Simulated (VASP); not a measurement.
A run of VASP 6.6.1:

INCAR

```
SYSTEM = Pd
ALGO = Normal
EDIFF = 1E-7
EDIFFG = -0.01
ENCUT = 600
GGA = PS
IBRION = 2
ISIF = 3
ISMEAR = 0
LASPH = .TRUE.
LCHARG = .FALSE.
LREAL = .FALSE.
LWAVE = .FALSE.
NELM = 100
NSW = 100
PREC = Accurate
SIGMA = 0.1
```

KPOINTS

```
k-points
0
G
  24 24 24
  0 0 0
```

File POSCAR:

```
Pd
1.0
   -1.5432746588      1.5432746588      1.5432746588
    1.5432746588     -1.5432746588      1.5432746588
    1.5432746588      1.5432746588     -1.5432746588
Pd
1
Direct
    0.0000000000      0.0000000000      0.0000000000
```

Potentials or basis: VASP PAW PBE potentials, release 64 (Pd).

The run is started by

```console
$ cat potpaw_PBE.64/Pd/POTCAR > POTCAR
$ mpirun -np 1 vasp_std > vasp.out
```

Hardware: 1 thread of AMD EPYC 9R45 96-Core Processor (Zen 5), with other jobs on the host.

Question: How long does it take, and how much memory?

Answer: Wall time 60 s on 1 thread of AMD EPYC 9R45 96-Core Processor (Zen 5) (shared host), peak memory 0.18 GiB. Counts: scf iterations 25, k points 413, ion steps 3.
